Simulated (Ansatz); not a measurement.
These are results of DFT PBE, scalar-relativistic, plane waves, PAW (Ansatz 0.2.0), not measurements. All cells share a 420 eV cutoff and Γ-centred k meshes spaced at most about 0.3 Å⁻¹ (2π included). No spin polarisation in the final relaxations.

All energies are static (0 K, no zero-point motion).

Two relaxed structures of ZnSe:

A. Space group P4/nmm (No. 129), tetragonal, a = 4.101 Å, c = 6.476 Å. Around Zn lie 4 Se at 2.54 Å and 4 Zn at 2.90 Å; Se has 4 Zn at 2.54 Å.

B. Space group F-43m (No. 216), cubic, a = 5.732 Å. Zn is surrounded by 4 Se at 2.48 Å; around Se lie 4 Zn at 2.48 Å.

Task: Which form is favoured at zero pressure, and by what margin per atom?

Result: B is lower, by 158 meV/atom. A has the anti-litharge type, space group P4/nmm (No. 129), 27.2 Å³/atom and a gap of 2.04 eV on its mesh; B has the zinc blende type, space group F-43m (No. 216), 23.5 Å³/atom and a gap of 1.15 eV. Origin: A is a Materials Project cell, relaxed; B is a cell as deposited in COD, relaxed.

Weakly bound directions are ill-defined at this level, which has no dispersion term (P4/nmm), and this can change margins and order among such cells. Kohn–Sham gaps at this level usually fall short of measured ones.

Zinc blende is favoured over the anti-litharge form by 158 meV/atom, in keeping with the known preference of ZnSe for tetrahedral networks. Both types give Zn four Se neighbours, so the difference lies mainly in how the tetrahedra are linked and in the surroundings of Se. In blende, Se is tetrahedral too and all its valence electrons serve sp³-like polar bonds. In the layered form its four Zn neighbours lie on one side, leaving lone-pair density facing the interlayer gap, while edge-sharing brings Zn cations within 2.90 Å of each other. With a filled 3d shell, Zn gains little bonding from such contacts, and the resulting repulsion probably contributes to the longer Zn–Se bonds.

The wider gap of the layered form is no sign of greater stability; it probably reflects weaker interlayer dispersion of the Zn s-derived conduction band. Because blende is also denser, modest compression should not favour the layered form. The comparison doesn't establish blende as the ground state, since wurtzite, its close competitor, is absent.
